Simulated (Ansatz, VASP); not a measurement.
# B3As2 in VASP and in Ansatz

```xyz
5
Lattice="3.3287 -3.8671 0.0000 3.3287 3.8671 0.0000 0.0000 0.0000 2.6084" Properties=species:S:1:pos:R:3 pbc="T T T"
B     3.3287    3.0760    0.0000
B     3.3287   -3.0760    0.0000
B     3.3287    0.0000    1.3042
As    1.6643   -1.9336    0.0000
As    1.6643    1.9336    0.0000
```

Alike in both runs: functional PBE; k mesh 8 × 8 × 14; occupations gaussian, width 0.1 eV; no spin polarisation.

Ansatz relaxed the structure, and its values are those at the end. VASP's run is a single point on that final structure, the one shown.

|  | VASP | Ansatz |
| --- | --- | --- |
| version | VASP 6.6.1 | Ansatz 0.2.0 |
| potentials or method | VASP PAW PBE potentials, release 64 (B, As) | scalar-relativistic, plane waves, PAW |
| plane-wave cutoff (eV) | 520 | 420 |
| valence electrons in the cell | 19 | 39 |

VASP gave:

| Quantity | Value |
| --- | --- |
| gap on the k mesh at the Fermi level (eV) | none |
| pressure (GPa) | 0.3 |
| rms of the force components (eV/Å) | 0.017 |

**Question.** What did Ansatz give for the same quantities?

**Answer.** gap on the k mesh at the Fermi level (eV): none; pressure (GPa): 0.0; rms of the force components (eV/Å): 0.000.

A gap of «none» marks a metal or a gap that the smearing closes. With one functional, cell and mesh, what is left measures potentials, basis and numerics. The two sets of potentials don't hold the same shells in valence.
